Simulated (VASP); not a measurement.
**Pb under changes of volume**

One of the cells (29.900 Å³/atom); the others are scaled copies at fixed shape and fractional positions:

```
Pb
1.0
     3.50305    0.00000    0.00000
    -1.75152    3.03373    0.00000
     0.00000    0.00000    5.62702
Pb
2
Direct
  0.66667 0.33333 0.75000
  0.33333 0.66667 0.25000
```

This isn't the form of Pb at room conditions, which is fcc.

* Program: VASP 6.6.1
* Functional: PBE
* Potentials or basis: VASP PAW PBE potentials, release 64 (Pb_d)
* Cutoff: 520 eV
* k mesh: 9 × 9 × 5
* Occupations: fermi-dirac, width 0.05 eV
* Spin: no spin polarisation

```csv
volume (Å³/atom),energy over the lowest point (meV/atom),pressure (GPa)
27.555,?,?
28.141,67.45,6.6
28.727,45.59,5.3
29.900,15.50,3.0
30.486,6.16,2.1
31.073,0.00,1.2
```

Question: What does the run at 27.555 Å³/atom give?

Answer: Energy over the lowest point 94.64 meV/atom; pressure 8.1 GPa.

Worked out: A Birch-Murnaghan fit of order 3 (a polynomial in V^(-2/3)) to the other rows has no minimum within the range. It gives 94.73 meV/atom at 27.555 Å³/atom, against the run's 94.64, and -dE/dV = 8.3 GPa, against 8.1.

Energies are extrapolated to zero smearing.
